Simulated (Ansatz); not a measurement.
# HgSe: the cost of one run

Program: Ansatz 0.2.0. Level of theory: DFT PBEsol, spin-orbit coupling, plane waves, PAW, and further levels as typed in the inputs. These are calculated values, not measurements.

1 further run of the same task is left out (it didn't finish).

**1. The structure to begin with**

The structure is cubic, space group F-43m (No. 216). The conventional cell has a = 6.111 Å, b = 6.111 Å, c = 6.111 Å, α = 90.00°, β = 90.00°, γ = 90.00°. Hg (site symmetry -43m) has 4 Se at 2.65 Å as nearest neighbours. Se (site symmetry -43m) is surrounded by 4 Hg at 2.65 Å.

Coordinates:

```
CELL_PARAMETERS angstrom
0.00000 3.05546 3.05546
3.05546 0.00000 3.05546
3.05546 3.05546 0.00000
ATOMIC_POSITIONS crystal
Hg 0.00000 0.00000 0.00000
Se 0.25000 0.25000 0.25000
```

**2. Phonons: HgSe**

It takes the final geometry of an earlier run.

Input file input.yaml:

```yaml
crystal:
  lattice:
    - [0.0, 3.0554642146, 3.0554642146]
    - [3.0554642146, 0.0, 3.0554642146]
    - [3.0554642146, 3.0554642146, 0.0]
  atoms:
    - { symbol: Hg, position: [0.0, 0.0, 0.0] }
    - { symbol: Se, position: [0.25, 0.25, 0.25] }
scf:
  occupations: { method: fermi_dirac, width: 0.02 }
output:
  eigenvalues: true
hamiltonian:
  xc: pbesol
magnetization:
  noncollinear: true
  spin_orbit: true
phonons:
  method: fd
  supercell: [1, 1, 1]
  amplitude: 0.01
kpoints:
  mp_grid: { grid: [12, 12, 12] }
```

Started as:

```bash
$ ansatz run input.yaml --threads 4 --pin off --max-ram 12288MiB --backend cpu --events-out ev --progress --plain --runs-dir out
```

Q: Estimate wall time and peak memory on 4 threads of Arm Neoverse V2, shared host.

About 2.2 min, with a peak of 1.3 GiB.
